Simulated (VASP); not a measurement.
# AlP (F-43m) in VASP: notebook, part 2 of 2

VASP 6.6.1.

## Step 4: Single point, PBE+D3(BJ) (volume scaled by 1.02)

File INCAR:

```
PREC = Accurate
ENCUT = 500
EDIFF = 1E-6
ISMEAR = 0
SIGMA = 0.05
LREAL = False
LASPH = True
NELM = 120
ALGO = Normal
ISIF = 2
LWAVE = False
LCHARG = True
GGA = PE
IVDW = 12
LELF = True
LVHAR = True
NBANDS = 11
GGA_COMPAT = False
```

File KPOINTS:

```
regular mesh
0
Gamma
  8 8 8
```

File POSCAR:

```
AlP
1.0
    0.0000000000      2.7442118636      2.7442118636
    2.7442118636      0.0000000000      2.7442118636
    2.7442118636      2.7442118636      0.0000000000
Al P
1 1
Direct
    0.0000000000      0.0000000000      0.0000000000
    0.7500000000      0.7500000000      0.7500000000
```

Potentials or basis: VASP PAW PBE potentials, release 64 (Al, P).

Run with:

```console
> cat potpaw_PBE.64/Al/POTCAR potpaw_PBE.64/P/POTCAR > POTCAR
> mpirun -np 1 vasp_std > vasp.out
```

OUTCAR:

```text
PREC = Accurate
   ENCUT = 500
   EDIFF = 1E-6
   ISMEAR = 0
   LREAL = False
   LASPH = True
   NELM = 120
   ISIF = 2
   GGA = PE
   IVDW = 12
 IVDW          = 12

 ion  position               nearest neighbor table
   1  0.000  0.000  0.000-   2 2.38   2 2.38   2 2.38   2 2.38
   2  0.750  0.750  0.750-   1 2.38   1 2.38   1 2.38   1 2.38

  LATTYP: Found a face centered cubic cell.
 ALAT       =     5.4884237272

  Lattice vectors:

 A1 = (   0.0000000000,   2.7442118636,   2.7442118636)
 A2 = (   2.7442118636,   0.0000000000,   2.7442118636)
 A3 = (   2.7442118636,   2.7442118636,   0.0000000000)

Analysis of symmetry for initial positions (statically):
=====================================================================
 Subroutine PRICEL returns:
 Original cell was already a primitive cell.

 Routine SETGRP: Setting up the symmetry group for a
 face centered cubic supercell.

 Subroutine GETGRP returns: Found 24 space group operations
 (whereof 24 operations were pure point group operations)
 out of a pool of 48 trial point group operations.

The static configuration has the point symmetry T_d .

Analysis of symmetry for dynamics (positions and initial velocities):
[... 173 lines left out ...]
      6       8.9785      0.00000
      7       8.9785      0.00000
      8       8.9785      0.00000
      9      13.2558      0.00000
     10      13.2558      0.00000
     11      14.6214      0.00000
[... 309 lines left out ...]
 k-point    24 :      -0.3750    0.2500    0.1250
  band No.  band energies     occupation
      1      -5.0311      2.00000
      2      -0.6723      2.00000
      3       1.8804      2.00000
      4       2.9797      2.00000
      5       8.3720      0.00000
      6       8.9509      0.00000
      7      11.2797      0.00000
      8      12.0941      0.00000
      9      13.3705      0.00000
     10      15.8399      0.00000
     11      17.0710      0.00000

 [... further k-points ...]

------------------------ aborting loop because EDIFF is reached ----------------------------------------

 Edisp (eV)   -0.60570

 E8    (eV) :    -0.2506

  FORCE on cell =-STRESS in cart. coord.  units (eV):
  Direction    XX          YY          ZZ          XY          YZ          ZX
  --------------------------------------------------------------------------------------
  -------------------------------------------------------------------------------------
  Total      -0.45887    -0.45887    -0.45887     0.00000     0.00000     0.00000
  in kB     -17.78750   -17.78750   -17.78750     0.00000     0.00000     0.00000
  external pressure =      -17.79 kB  Pullay stress =        0.00 kB

 VOLUME and BASIS-vectors are now :
 -----------------------------------------------------------------------------
  energy-cutoff  :      500.00
  volume of cell :       41.33
      direct lattice vectors                 reciprocal lattice vectors
     0.000000000  2.744211864  2.744211864    -0.182201676  0.182201676  0.182201676
     2.744211864  0.000000000  2.744211864     0.182201676 -0.182201676  0.182201676
     2.744211864  2.744211864  0.000000000     0.182201676  0.182201676 -0.182201676

 POSITION                                       TOTAL-FORCE (eV/Angst)
 -----------------------------------------------------------------------------------
      0.00000      0.00000      0.00000        -0.000000     -0.000000     -0.000000
      4.11632      4.11632      4.11632         0.000000      0.000000      0.000000
 -----------------------------------------------------------------------------------
    total drift:                                0.000000      0.000000      0.000000

  FREE ENERGIE OF THE ION-ELECTRON SYSTEM (eV)
  ---------------------------------------------------
  free  energy   TOTEN  =       -10.9814687398 eV

  energy  without entropy=      -10.9814687398  energy(sigma->0) =      -10.98146874
```

OSZICAR:

```text
N       E                     dE             d eps       ncg     rms          rms(c)
DAV:   1     0.114950619704E+02    0.11495E+02   -0.29581E+03   646   0.531E+02
DAV:   2    -0.988735169229E+01   -0.21382E+02   -0.20468E+02   825   0.900E+01
DAV:   3    -0.107128510639E+02   -0.82550E+00   -0.82412E+00   800   0.169E+01
DAV:   4    -0.107206939324E+02   -0.78429E-02   -0.78423E-02   763   0.202E+00
DAV:   5    -0.107208420029E+02   -0.14807E-03   -0.14807E-03   835   0.260E-01    0.445E+00
DAV:   6    -0.104164368668E+02    0.30441E+00   -0.61951E-01   725   0.291E+00    0.282E+00
DAV:   7    -0.103752459793E+02    0.41191E-01   -0.21453E-01   774   0.188E+00    0.143E+00
DAV:   8    -0.103756960369E+02   -0.45006E-03   -0.15141E-02   744   0.598E-01    0.241E-01
DAV:   9    -0.103756046164E+02    0.91420E-04   -0.74738E-04   743   0.149E-01    0.978E-02
DAV:  10    -0.103757669396E+02   -0.16232E-03   -0.23994E-04   728   0.812E-02    0.118E-02
DAV:  11    -0.103757719175E+02   -0.49779E-05   -0.24898E-05   809   0.227E-02    0.790E-03
DAV:  12    -0.103757726659E+02   -0.74841E-06   -0.15539E-06   737   0.702E-03
   1 F= -.10981469E+02 E0= -.10981469E+02  d E =-.350329E-12
```

Wall time 22 s (1 thread of Intel Xeon 8259CL, shared host); peak memory 0.16 GiB.

What came out:

* Free energy: -10.9815 eV
* Pressure: -1.8 GPa
* Band gap on the k mesh: 1.61 eV, indirect (least direct gap 3.17 eV)
* Dispersion energy per atom: -0.303 eV

Levels at points of the mesh, in eV from the valence-band top:
```csv
k point,band 1,band 2,band 3,band 4,band 5,band 6,band 7,band 8
"(0.00, 0.00, 0.00)",-11.42,0.00,0.00,0.00,3.17,4.54,4.54,4.54
"(0.50, 0.00, 0.00)",-9.78,-5.46,-0.75,-0.75,2.76,4.82,4.82,8.23
"(0.50, 0.50, 0.00)",-9.13,-5.26,-2.07,-2.07,1.61,2.47,10.94,10.94
```

 A k mesh can miss the band edges.

## Step 5: Summary

| cell | gap on the mesh (eV) | pressure (GPa) |
| --- | --- | --- |
| a = 3.855 Å, angles 60.0°, 2 atoms | 1.57 | -0.1 |
| a = 3.829 Å, angles 60.0°, 2 atoms | 1.53 | 1.8 |
| a = 3.881 Å, angles 60.0°, 2 atoms | 1.61 | -1.8 |

Alike in all rows: task single point; level PBE+D3(BJ); potentials or basis VASP PAW PBE potentials, release 64 (Al, P); no spin polarisation; k mesh 8 × 8 × 8; cutoff (eV) 500; smearing gaussian 0.05 eV.

Absolute energies hang on the potentials; compare differences alone.

## Step 6: How close it comes

Step 2. Measured gap of AlP: 2.505 eV (indirect; 4.2 K; a printed reference work, data compilation). This calculation gives 1.57 eV (-0.93 eV). The value is that of PBE+D3(BJ) on a finite k mesh, which can miss the band edges, without temperature or zero-point motion. Semilocal functionals fall short of measured gaps as a rule.
